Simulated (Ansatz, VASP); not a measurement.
**One calculation of ZnSe, two programs**

```
Zn Se
1.0
     0.00000    2.81478    2.81478
     2.81478    0.00000    2.81478
     2.81478    2.81478    0.00000
Zn Se
1 1
Cartesian
  0.0000 0.0000 0.0000
  4.2222 4.2222 4.2222
```

Change from the starting cell: volume scaled by 0.98.

Alike in both runs: task single point; functional PBE; k mesh 8 × 8 × 8; occupations fermi-dirac, width 0.03 eV; no spin polarisation.

|  | VASP | Ansatz |
| --- | --- | --- |
| version | VASP 6.6.1 | Ansatz 0.2.0 |
| potentials or method | VASP PAW PBE potentials, release 64 (Zn, Se), cutoff 520 eV | all-electron LAPW, scalar-relativistic |

|  | VASP | Ansatz | Ansatz less VASP |
| --- | --- | --- | --- |
| gap on the k mesh at the Fermi level (eV) | 1.37 | 1.37 | 0.000 |
| pressure (GPa) | 3.7 | 3.5 | -0.23 |

Ansatz ran all-electron here, so the differences hold the error of VASP's frozen core and of both bases.
